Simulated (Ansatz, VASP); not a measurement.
BN: VASP beside Ansatz

```
B N
1.0
     2.53600    0.00000    0.00000
    -1.26800    2.19624    0.00000
     0.00000    0.00000    4.19900
B N
2 2
Direct
  0.66667 0.33333 0.00000
  0.33333 0.66667 0.50000
  0.66667 0.33333 0.37500
  0.33333 0.66667 0.87500
```

Measurements of this composition are mostly on another form, of space group No. 194.

Alike in both runs: task single point; functional PBE; k mesh 12 × 12 × 6; no spin polarisation.

|  | VASP | Ansatz |
| --- | --- | --- |
| version | VASP 6.6.1 | Ansatz 0.2.0 |
| potentials or method | VASP PAW PBE potentials, release 64 (B, N) | plane waves, PAW |
| plane-wave cutoff (eV) | 520 | 420 |
| occupations | fermi-dirac, width 0.1 eV | fermi-dirac |
| valence electrons in the cell | 16 | 16 |

|  | VASP | Ansatz | Ansatz less VASP |
| --- | --- | --- | --- |
| rms of the force components (eV/Å) | 0.033 | 0.032 | -0.0015 |

Atom by atom the forces differ by 0.001 eV/Å (rms over components).

Caveats: the cell's inner coordinates are idealised or old, which leaves forces on the atoms. A k mesh can miss the band edges. PBE gaps usually lie below the measured ones, often by a third to a half.
